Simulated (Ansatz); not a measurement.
Crystal: TiB2.

```
Ti B
1.0
     3.02920    0.00000    0.00000
    -1.51460    2.62336    0.00000
     0.00000    0.00000    3.22840
Ti B
1 2
Direct
  0.00000 0.00000 0.00000
  0.66667 0.33333 0.50000
  0.33333 0.66667 0.50000
```

Program: Ansatz 0.2.0. Alike in all runs: task projected density of states; potentials or basis Ansatz PAW; no spin polarisation; cell as given; k mesh 6 × 6 × 5; cutoff (eV) 420; smearing fermi-dirac 0.05 eV; the mesh is coarse, so values aren't converged. Hardware: 2 threads of Arm Neoverse V1, on a shared host.

Task: Order these runs on this cell by their wall time, lowest first.
A. level HSE06
B. level PBE0
C. level BLYP

Result: C (1.1 s), A (13 s), B (53 s).

Caveats: all runs use coarse meshes; the density of states is complete only up to the lowest level of the last band computed.
